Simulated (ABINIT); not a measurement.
# Sn (Im-3m) in ABINIT: further runs

One crystal, Sn, is run at these levels: LDA, PBEsol, r2SCAN; tasks: equation of state.

All numbers are computed with ABINIT 10.8.3 (patched build); they aren't measurements. Logs are shortened: lines on timing, memory, paths and dates and some standing lists are left out, and cuts for length are marked. The log counts tension as positive stress, the text compression.

## Step 1: The structure

Symmetry: Im-3m, No. 229, cubic system. Conventional cell: a = 3.789 Å, b = 3.789 Å, c = 3.789 Å, α = 90.00°, β = 90.00°, γ = 90.00°. Sn (site symmetry m-3m) is surrounded by 8 Sn at 3.28 Å.

This isn't the form of Sn at room conditions, which is tetragonal (white tin).

## Step 2: Equation of state, LDA

File run.abi:

```
ndtset 7
getwfk -1
scalecart1 3*0.9795861087
scalecart2 3*0.9864848297
scalecart3 3*0.9932883884
scalecart4 3*1.0000000000
scalecart5 3*1.0066227096
scalecart6 3*1.0131594038
scalecart7 3*1.0196128224

pp_dirpath "./"
pseudos "Sn.LDA_PW-JTH.xml"

acell 3*1.0
rprim
    -3.5803730398     3.5803730398     3.5803730398
     3.5803730398    -3.5803730398     3.5803730398
     3.5803730398     3.5803730398    -3.5803730398
ntypat 1
znucl 50
natom 1
typat 1
xred
     0.0000000000     0.0000000000     0.0000000000

ecut 22.0
pawecutdg 44.0

kptopt 1
ngkpt 10 10 10
nshiftk 1
shiftk 0.0 0.0 0.0

ixc 7

nband 11
occopt 3
tsmear 0.05 eV

nstep 100
tolvrs 1.0e-9

iomode 3
prtwf 1
prtden 0
prteig 0
prtebands 0
enunit 2
```

Potentials or basis: JTH PAW LDA v2.0.

Started as:

```bash
> abinit run.abi > log 2>&1
```

run.abo:

```text
.Version 10.8.3 of ABINIT
 DATASET    1 : space group Im -3 m (#229); Bravais cI (body-center cubic)
================================================================================
 Values of the parameters that define the memory need for DATASET  1.
     intxc =       0    ionmov =       0      iscf =      17    lmnmax =      18
     lnmax =       6     mgfft =      27  mpssoang =       3    mqgrid =    3001
     natom =       1  nloc_mem =       2    nspden =       1   nspinor =       1
    nsppol =       1      nsym =      48    n1xccc =       1    ntypat =       1
    occopt =       3   xclevel =       1
       mpw =         871          nfft =       19683          nkpt =          47
 PAW method is used; the additional fine FFT grid is defined by:
   mgfftf=        40    nfftf =     64000
================================================================================
================================================================================
[... 71 lines left out ...]
 DATASET    7 : space group Im -3 m (#229); Bravais cI (body-center cubic)
================================================================================
 Values of the parameters that define the memory need for DATASET  7.
     intxc =       0    ionmov =       0      iscf =      17    lmnmax =      18
     lnmax =       6     mgfft =      30  mpssoang =       3    mqgrid =    3001
     natom =       1  nloc_mem =       2    nspden =       1   nspinor =       1
    nsppol =       1      nsym =      48    n1xccc =       1    ntypat =       1
    occopt =       3   xclevel =       1
       mpw =         969          nfft =       27000          nkpt =          47
 PAW method is used; the additional fine FFT grid is defined by:
   mgfftf=        40    nfftf =     64000
================================================================================
================================================================================

--------------------------------------------------------------------------------
------------- Echo of variables that govern the present computation ------------
--------------------------------------------------------------------------------
 -outvars: echo values of preprocessed input variables --------
            acell      1.0000000000E+00  1.0000000000E+00  1.0000000000E+00 Bohr
              amu      1.18710000E+02
             ecut      2.20000000E+01 Hartree
           enunit           2
           getwfk          -1
              ixc           7
           jdtset        1    2    3    4    5    6    7
         kptrlatt       10    0    0      0   10    0      0    0   10
          kptrlen1     6.07479355E+01
          kptrlen2     6.11757520E+01
          kptrlen3     6.15976671E+01
          kptrlen4     6.20138801E+01
          kptrlen5     6.24245801E+01
[... 38 lines left out ...]
                       3.6274886144E+00 -3.6274886144E+00  3.6274886144E+00
                       3.6274886144E+00  3.6274886144E+00 -3.6274886144E+00
            rprim7    -3.6505942604E+00  3.6505942604E+00  3.6505942604E+00
                       3.6505942604E+00 -3.6505942604E+00  3.6505942604E+00
                       3.6505942604E+00  3.6505942604E+00 -3.6505942604E+00
          spgroup         229
           tolvrs      1.00000000E-09
           tsmear      1.83746611E-03 Hartree
            typat      1
           useylm           1
            znucl       50.00000

================================================================================

 chkinp: Checking input parameters for consistency, jdtset=   1.

 chkinp: Checking input parameters for consistency, jdtset=   2.
[... 43 lines left out ...]
 getcut : COMMENT -
  Note that boxcut > 2.2 ; recall that boxcut=Gcut(box)/Gcut(sphere) = 2
  is sufficient for exact treatment of convolution.
  Such a large boxcut is a waste : you could raise ecut
  e.g. ecut=   53.556134 Hartrees makes boxcut=2

--- Pseudopotential description ------------------------------------------------
- pspini: atom type   1  psp file is ./Sn.LDA_PW-JTH.xml
 Pseudopotential format is: paw10
 basis_size (lnmax)=  6 (lmn_size= 18), orbitals=   0   0   1   1   2   2
 Spheres core radius: rc_sph= 2.51086398
 Shapefunction is BESSEL type: shapef(r,l)=aa(1,l)*jl(q(1,l)*r)+aa(2,l)*jl(q(2,l)*r)
 Radius for shape functions =  1.40702157
 Compensation charge density is not taken into account in XC energy/potential

   3.45380175E+02                                ecore*ucvol(ha*bohr**3)
--------------------------------------------------------------------------------

[... 1255 lines left out ...]
-Cartesian components of stress tensor (GPa)         [Pressure= -5.3683E+00 GPa]
- sigma(1 1)=  5.36829866E+00  sigma(3 2)=  0.00000000E+00
- sigma(2 2)=  5.36829866E+00  sigma(3 1)=  0.00000000E+00
- sigma(3 3)=  5.36829866E+00  sigma(2 1)=  0.00000000E+00

== END DATASET(S) ==============================================================
================================================================================

 -outvars: echo values of variables after computation  --------
            acell      1.0000000000E+00  1.0000000000E+00  1.0000000000E+00 Bohr
           etotal1    -6.9867185435E+01
           etotal2    -6.9867065435E+01
           etotal3    -6.9866816267E+01
           etotal4    -6.9866450755E+01
           etotal5    -6.9865982621E+01
           etotal6    -6.9865424710E+01
           etotal7    -6.9864790481E+01
            fcart1    -0.0000000000E+00 -0.0000000000E+00 -0.0000000000E+00
            fcart2    -0.0000000000E+00 -0.0000000000E+00 -0.0000000000E+00
            fcart3    -0.0000000000E+00 -0.0000000000E+00 -0.0000000000E+00
            fcart4    -0.0000000000E+00 -0.0000000000E+00 -0.0000000000E+00
            fcart5    -0.0000000000E+00 -0.0000000000E+00 -0.0000000000E+00
            fcart6    -0.0000000000E+00 -0.0000000000E+00 -0.0000000000E+00
            fcart7    -0.0000000000E+00 -0.0000000000E+00 -0.0000000000E+00
            rprim1    -3.5072836938E+00  3.5072836938E+00  3.5072836938E+00
                       3.5072836938E+00 -3.5072836938E+00  3.5072836938E+00
                       3.5072836938E+00  3.5072836938E+00 -3.5072836938E+00
[... 17 lines left out ...]
                       3.6505942604E+00  3.6505942604E+00 -3.6505942604E+00
           strten1     1.4224758349E-05  1.4224758349E-05  1.4224758349E-05
                       0.0000000000E+00  0.0000000000E+00  0.0000000000E+00
           strten2     5.1480600474E-05  5.1480600474E-05  5.1480600474E-05
                       0.0000000000E+00  0.0000000000E+00  0.0000000000E+00
           strten3     8.4862921096E-05  8.4862921096E-05  8.4862921096E-05
                       0.0000000000E+00  0.0000000000E+00  0.0000000000E+00
           strten4     1.1469433410E-04  1.1469433410E-04  1.1469433410E-04
                       0.0000000000E+00  0.0000000000E+00  0.0000000000E+00
           strten5     1.4079380967E-04  1.4079380967E-04  1.4079380967E-04
                       0.0000000000E+00  0.0000000000E+00  0.0000000000E+00
           strten6     1.6345627446E-04  1.6345627446E-04  1.6345627446E-04
                       0.0000000000E+00  0.0000000000E+00  0.0000000000E+00
           strten7     1.8246476273E-04  1.8246476273E-04  1.8246476273E-04
                       0.0000000000E+00  0.0000000000E+00  0.0000000000E+00
 Calculation completed.
```

It took 100 s on 1 thread of Intel Xeon Platinum 8259CL at 2.50GHz (Skylake/Cascade Lake), shared host; peak memory 0.12 GiB.

What came out:

- Equilibrium volume: 25.40 Å³/atom (rough: see the caveat)
- Bulk modulus: 58 GPa (rough)

Energy against volume, from the lowest point:
| volume (Å³/atom) | energy (meV/atom) |
| --- | --- |
| 25.573 | 0.00 |
| 26.117 | 3.27 |
| 26.661 | 10.05 |
| 27.205 | 19.99 |
| 27.749 | 32.73 |
| 28.293 | 47.91 |
| 28.837 | 65.17 |

Caveat: pressures at fixed basis lie under the slope of the energies; the minimum lies outside the volumes run.

## Step 3: Equation of state, PBEsol

Edit run.abi of step 2 so:

```diff
@@ -11,3 +11,3 @@
 pp_dirpath "./"
-pseudos "Sn.LDA_PW-JTH.xml"
+pseudos "Sn.GGA_PBE-JTH.xml"
 
@@ -27,2 +27,3 @@
 pawecutdg 44.0
+pawxcdev 0
 
@@ -33,3 +34,3 @@
 
-ixc 7
+ixc -116133
```

Potentials or basis: JTH PAW PBE v2.0.

Started as:

```bash
> abinit run.abi > log 2>&1
```

run.abo:

```text
.Version 10.8.3 of ABINIT
 DATASET    1 : space group Im -3 m (#229); Bravais cI (body-center cubic)
================================================================================
 Values of the parameters that define the memory need for DATASET  1.
     intxc =       0    ionmov =       0      iscf =      17    lmnmax =      18
     lnmax =       6     mgfft =      27  mpssoang =       3    mqgrid =    3001
     natom =       1  nloc_mem =       2    nspden =       1   nspinor =       1
    nsppol =       1      nsym =      48    n1xccc =       1    ntypat =       1
    occopt =       3   xclevel =       2
       mpw =         871          nfft =       19683          nkpt =          47
 PAW method is used; the additional fine FFT grid is defined by:
   mgfftf=        40    nfftf =     64000
================================================================================
================================================================================
[... 71 lines left out ...]
 DATASET    7 : space group Im -3 m (#229); Bravais cI (body-center cubic)
================================================================================
 Values of the parameters that define the memory need for DATASET  7.
     intxc =       0    ionmov =       0      iscf =      17    lmnmax =      18
     lnmax =       6     mgfft =      30  mpssoang =       3    mqgrid =    3001
     natom =       1  nloc_mem =       2    nspden =       1   nspinor =       1
    nsppol =       1      nsym =      48    n1xccc =       1    ntypat =       1
    occopt =       3   xclevel =       2
       mpw =         969          nfft =       27000          nkpt =          47
 PAW method is used; the additional fine FFT grid is defined by:
[... 1371 lines left out ...]

 -outvars: echo values of variables after computation  --------
            acell      1.0000000000E+00  1.0000000000E+00  1.0000000000E+00 Bohr
           etotal1    -6.9712103131E+01
           etotal2    -6.9712155609E+01
           etotal3    -6.9712071409E+01
           etotal4    -6.9711862301E+01
           etotal5    -6.9711544685E+01
           etotal6    -6.9711130637E+01
           etotal7    -6.9710635245E+01
            fcart1    -0.0000000000E+00 -0.0000000000E+00 -0.0000000000E+00
            fcart2    -0.0000000000E+00 -0.0000000000E+00 -0.0000000000E+00
            fcart3    -0.0000000000E+00 -0.0000000000E+00 -0.0000000000E+00
            fcart4    -0.0000000000E+00 -0.0000000000E+00 -0.0000000000E+00
            fcart5    -0.0000000000E+00 -0.0000000000E+00 -0.0000000000E+00
            fcart6    -0.0000000000E+00 -0.0000000000E+00 -0.0000000000E+00
            fcart7    -0.0000000000E+00 -0.0000000000E+00 -0.0000000000E+00
            rprim1    -3.5072836938E+00  3.5072836938E+00  3.5072836938E+00
                       3.5072836938E+00 -3.5072836938E+00  3.5072836938E+00
                       3.5072836938E+00  3.5072836938E+00 -3.5072836938E+00
[... 17 lines left out ...]
                       3.6505942604E+00  3.6505942604E+00 -3.6505942604E+00
           strten1    -3.3571135150E-05 -3.3571135150E-05 -3.3571135150E-05
                       0.0000000000E+00  0.0000000000E+00  0.0000000000E+00
           strten2     6.3692798381E-06  6.3692798381E-06  6.3692798381E-06
                       0.0000000000E+00  0.0000000000E+00  0.0000000000E+00
           strten3     4.1879723811E-05  4.1879723811E-05  4.1879723811E-05
                       0.0000000000E+00  0.0000000000E+00  0.0000000000E+00
           strten4     7.3602659467E-05  7.3602659467E-05  7.3602659467E-05
                       0.0000000000E+00  0.0000000000E+00  0.0000000000E+00
           strten5     1.0132181586E-04  1.0132181586E-04  1.0132181586E-04
                       0.0000000000E+00  0.0000000000E+00  0.0000000000E+00
           strten6     1.2559124821E-04  1.2559124821E-04  1.2559124821E-04
                       0.0000000000E+00  0.0000000000E+00  0.0000000000E+00
           strten7     1.4613002556E-04  1.4613002556E-04  1.4613002556E-04
                       0.0000000000E+00  0.0000000000E+00  0.0000000000E+00
 Calculation completed.
```

Wall time 2 min (1 thread of Intel Xeon Platinum 8259CL at 2.50GHz (Skylake/Cascade Lake), shared host); peak memory 0.14 GiB.

What came out:

| Property | Result |
| --- | --- |
| Equilibrium volume | 26.04 Å³/atom |
| Bulk modulus | 54 GPa |
| Pressure derivative of the bulk modulus | 5.1 (rough: it moves with the points fitted) |

Energy against volume, from the lowest point:
```tsv
volume (Å³/atom)	energy (meV/atom)
25.573	1.43
26.117	0.00
26.661	2.29
27.205	7.98
27.749	16.62
28.293	27.89
28.837	41.37
```

Caveat: pressures at fixed basis lie under the slope of the energies; the PAW data sets were made with another functional, which shifts forces and pressure a little.

## Step 4: Equation of state, r2SCAN

Edit run.abi of step 3 so:

```diff
@@ -25,5 +25,4 @@
 
-ecut 22.0
-pawecutdg 44.0
-pawxcdev 0
+ecut 26.0
+pawecutdg 48.0
 
@@ -34,3 +33,5 @@
 
-ixc -116133
+ixc -497498
+usekden 1
+pawxcdev 0
 
@@ -41,3 +42,3 @@
 nstep 100
-tolvrs 1.0e-9
+tolvrs 1.0e-7
```

Potentials or basis: JTH PAW PBE v2.0.

Started as:

```bash
> abinit run.abi > log 2>&1
```

run.abo:

```text
.Version 10.8.3 of ABINIT
 DATASET    1 : space group Im -3 m (#229); Bravais cI (body-center cubic)
================================================================================
 Values of the parameters that define the memory need for DATASET  1.
     intxc =       0    ionmov =       0      iscf =      17    lmnmax =      18
     lnmax =       6     mgfft =      30  mpssoang =       3    mqgrid =    3001
     natom =       1  nloc_mem =       2    nspden =       1   nspinor =       1
    nsppol =       1      nsym =      48    n1xccc =       1    ntypat =       1
    occopt =       3   xclevel =       2
       mpw =        1112          nfft =       27000          nkpt =          47
 PAW method is used; the additional fine FFT grid is defined by:
   mgfftf=        40    nfftf =     64000
================================================================================
================================================================================
[... 71 lines left out ...]
 DATASET    7 : space group Im -3 m (#229); Bravais cI (body-center cubic)
================================================================================
 Values of the parameters that define the memory need for DATASET  7.
     intxc =       0    ionmov =       0      iscf =      17    lmnmax =      18
     lnmax =       6     mgfft =      30  mpssoang =       3    mqgrid =    3001
     natom =       1  nloc_mem =       2    nspden =       1   nspinor =       1
    nsppol =       1      nsym =      48    n1xccc =       1    ntypat =       1
    occopt =       3   xclevel =       2
       mpw =        1247          nfft =       27000          nkpt =          47
 PAW method is used; the additional fine FFT grid is defined by:
[... 1389 lines left out ...]

 -outvars: echo values of variables after computation  --------
            acell      1.0000000000E+00  1.0000000000E+00  1.0000000000E+00 Bohr
           etotal1    -5.0052466275E+01
           etotal2    -5.0052729563E+01
           etotal3    -5.0052843177E+01
           etotal4    -5.0052822023E+01
           etotal5    -5.0052683113E+01
           etotal6    -5.0052437677E+01
           etotal7    -5.0052101682E+01
            fcart1    -0.0000000000E+00 -0.0000000000E+00 -0.0000000000E+00
            fcart2    -0.0000000000E+00 -0.0000000000E+00 -0.0000000000E+00
            fcart3    -0.0000000000E+00 -0.0000000000E+00 -0.0000000000E+00
            fcart4    -0.0000000000E+00 -0.0000000000E+00 -0.0000000000E+00
            fcart5    -0.0000000000E+00 -0.0000000000E+00 -0.0000000000E+00
            fcart6    -0.0000000000E+00 -0.0000000000E+00 -0.0000000000E+00
            fcart7    -0.0000000000E+00 -0.0000000000E+00 -0.0000000000E+00
            rprim1    -3.5072836938E+00  3.5072836938E+00  3.5072836938E+00
                       3.5072836938E+00 -3.5072836938E+00  3.5072836938E+00
                       3.5072836938E+00  3.5072836938E+00 -3.5072836938E+00
[... 17 lines left out ...]
                       3.6505942604E+00  3.6505942604E+00 -3.6505942604E+00
           strten1    -7.8068825046E-05 -7.8068825046E-05 -7.8068825046E-05
                       0.0000000000E+00  0.0000000000E+00  0.0000000000E+00
           strten2    -3.6002356124E-05 -3.6002356124E-05 -3.6002356124E-05
                       0.0000000000E+00  0.0000000000E+00  0.0000000000E+00
           strten3     2.1433464457E-06  2.1433464457E-06  2.1433464457E-06
                       0.0000000000E+00  0.0000000000E+00  0.0000000000E+00
           strten4     3.6393419863E-05  3.6393419863E-05  3.6393419863E-05
                       0.0000000000E+00  0.0000000000E+00  0.0000000000E+00
           strten5     6.6742144988E-05  6.6742144988E-05  6.6742144988E-05
                       0.0000000000E+00  0.0000000000E+00  0.0000000000E+00
           strten6     9.3106294700E-05  9.3106294700E-05  9.3106294700E-05
                       0.0000000000E+00  0.0000000000E+00  0.0000000000E+00
           strten7     1.1526245794E-04  1.1526245794E-04  1.1526245794E-04
                       0.0000000000E+00  0.0000000000E+00  0.0000000000E+00
 Calculation completed.
```

Wall time 6.9 min (1 thread of Intel Xeon Platinum 8259CL at 2.50GHz (Skylake/Cascade Lake), shared host); peak memory 0.15 GiB.

Results:

```yaml
Equilibrium_volume: 26.84 Å³/atom
Bulk_modulus: 51 GPa
Pressure_derivative_of_the_bulk_modulus: 5.0
```

Energy against volume, from the lowest point:
```csv
volume (Å³/atom),energy (meV/atom)
25.573,10.26
26.117,3.09
26.661,0.00
27.205,0.58
27.749,4.36
28.293,11.03
28.837,20.18
```

Caveat: pressures at fixed basis lie under the slope of the energies; the PAW data sets were made with another functional, which shifts forces and pressure a little.

## Step 5: For comparison

An earlier run on the cell as given: functional PBE; potentials or basis JTH PAW PBE v2.0; cutoff 599 eV; k mesh 10 × 10 × 10; occupations fermi-dirac, width 0.05 eV; no spin polarisation.

- Pressure: 0.6 GPa
- Band gap on the k mesh: none (metal or under the smearing width)
- Valence electrons inside the program's atomic spheres: Sn 11.84 (radii [1.3287] Å)

## Step 6: Summary

```tsv
task	level	potentials or basis	cutoff (eV)	fine-grid cutoff	V0 of scaled cells (Å³/atom)	B0 (GPa)
equation of state	LDA	JTH PAW LDA v2.0	599	1197.3 eV	-	-
equation of state	PBEsol	JTH PAW PBE v2.0	599	1197.3 eV	26.04	54
equation of state	r2SCAN	JTH PAW PBE v2.0	707	1306.15 eV	26.84	51
single point	PBE	JTH PAW PBE v2.0	599	1197.3 eV	-	-
```

Alike in all rows: no spin polarisation; cell as given; k mesh 10 × 10 × 10; smearing fermi-dirac 0.05 eV.

Caveats: pressures at fixed basis lie under the slope of the energies (some runs); the PAW data sets were made with another functional, which shifts forces and pressure a little (some runs); the minimum lies outside the volumes run (some runs).

Total energies depend on the potentials used, so only differences within one code and one set of settings carry meaning.
